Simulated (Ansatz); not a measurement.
# HfO$_{2}$ under strain

The calculation used DFT r2SCAN, scalar-relativistic, plane waves, PAW in Ansatz. (500 eV cutoff, 6×6×8 k-mesh, Gaussian smearing of 0.02 eV, no spin polarisation)

The relaxed crystal:

```xyz
6
Lattice="4.8382 0.0000 0.0000 0.0000 4.8382 0.0000 0.0000 0.0000 3.2203" Properties=species:S:1:pos:R:3 pbc="T T T"
Hf    0.0000    0.0000    0.0000
Hf    2.4191    2.4191    1.6102
O     0.9431    3.8951    1.6102
O     1.4760    1.4760    0.0000
O     3.3622    3.3622    0.0000
O     3.8951    0.9431    1.6102
```

Deformation: c alone is stretched, the rest of the cell is held and the atoms relax, all within the symmetry that the strain leaves. Energies are extrapolated to zero smearing. Gaps are generalised Kohn–Sham gaps over the whole zone.

Spin-orbit coupling is left out, which matters for the bands and energies of heavy elements.

```tsv
strain (%)	ΔE (meV/atom)	a (Å)	b (Å)	c (Å)	gap (eV)
-6.0	76.1	4.838	4.838	3.027	4.41
-4.0	32.7	4.838	4.838	3.092	4.49
-2.0	7.9	4.838	4.838	3.156	4.53
+0.0	0.0	4.838	4.838	3.220	4.53
+2.0	7.4	4.838	4.838	3.285	4.50
+4.0	28.5	4.838	4.838	3.349	4.38
+6.0	61.9	4.838	4.838	3.414	4.22
```

Task: What stiffness (1/V) d²E/dε² at zero strain does a cubic fit over all points give?

Result: A cubic fit gives (1/V) d²E/dε² = 489 GPa at zero strain (the elastic constant along c at held a and b).

Task: How fast does the gap move with strain on either side?

Result: 1 meV per percent on the compressed side and -14 meV per percent on the stretched side; it is direct at -2.0 %, direct at zero and direct at +2.0 %.

This rutile-type form isn't the usual stable structure of the compound.